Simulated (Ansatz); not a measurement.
Input of an Ansatz 0.2.0 run:

Contents of input.yaml:

```yaml
crystal:
  lattice:
    - [0.0, 2.3495, 2.3495]
    - [2.3495, 0.0, 2.3495]
    - [2.3495, 2.3495, 0.0]
  atoms:
    - { symbol: Cd, position: [0.0, 0.0, 0.0] }
    - { symbol: O, position: [0.5, 0.5, 0.5] }
hamiltonian:
  xc: pbe
  pseudopotentials: { kind: paw }
kpoints:
  mp_grid: { grid: [10, 10, 10] }
scf:
  occupations: { method: gaussian, width: 0.011 }
output:
  forces: true
  stress: true
  eigenvalues: true
```

Potentials or basis: Ansatz PAW.

Run with:

```bash
$ ansatz run input.yaml --threads 2 --pin off --max-ram 5632MiB --backend cpu --events-out ev --progress --plain --runs-dir out
```

Task: Estimate the band gap on the k mesh.

Result: None (metal or under the smearing width).

Task: What does it give for the pressure?

Result: 6.1 GPa.

Caveat: the pressure holds a Pulay correction of +0.5 GPa for the finite cutoff; this crystal is a semiconductor, whose small gap the functional closes, so the metal is an error of the method.
